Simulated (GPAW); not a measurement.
Runs of GPAW 26.7.0 on CuI. The structure is tetragonal, space group P4/nmm (No. 129). The conventional cell has a = 4.090 Å, b = 4.090 Å, c = 6.551 Å, α = 90.00°, β = 90.00°, γ = 90.00°. I (site symmetry 4mm) is surrounded by 4 Cu at 2.65 Å. Cu (site symmetry -4m2) is surrounded by 4 I at 2.65 Å and 4 Cu at 2.89 Å. Measurements of this composition are mostly on another form, of space group No. 216.

```tsv
task	level	U	k mesh	ranks	band path	band points	gap on the mesh (eV)	pressure (GPa)	largest force (eV/Å)
band structure	PBEsol	-	6 × 6 × 4	-	GXMGZRAZ,XR,MA	100	1.49	-0.9	0.07
band structure	PBEsol+U	Cu d U = 3 eV	6 × 6 × 4	-	GXMGZRAZ,XR,MA	100	1.85	-0.4	0.03
band structure	PBEsol+U	Cu d U = 2 eV	6 × 6 × 4	-	GXMGZRAZ,XR,MA	100	(a)	(c)	0.05
band structure	PBEsol+U	Cu d U = 1 eV	6 × 6 × 4	-	GXMGZRAZ,XR,MA	100	1.61	(b)	0.06
```

Alike in all rows: potentials or basis PAW data sets generated in the run's folder for this functional, pw; no spin polarisation; cell as given; cutoff (eV) 600; smearing fermi-dirac 0.05 eV.

Q: Fill in the values left out.

A: (a) 1.73; (b) -0.8; (c) -0.6.

Caveats: with this Cu data set, volumes or pressures lay over 1.5 % or 2 GPa off other programs in two to four cells of ten; spin-orbit coupling is left out, which moves the levels of the heavy elements; this functional lacks dispersion, which binds the layers, so the pressure and a relaxed spacing across them are unreliable.

A k mesh can miss the band edges, and the runs leave out spin-orbit coupling on I.
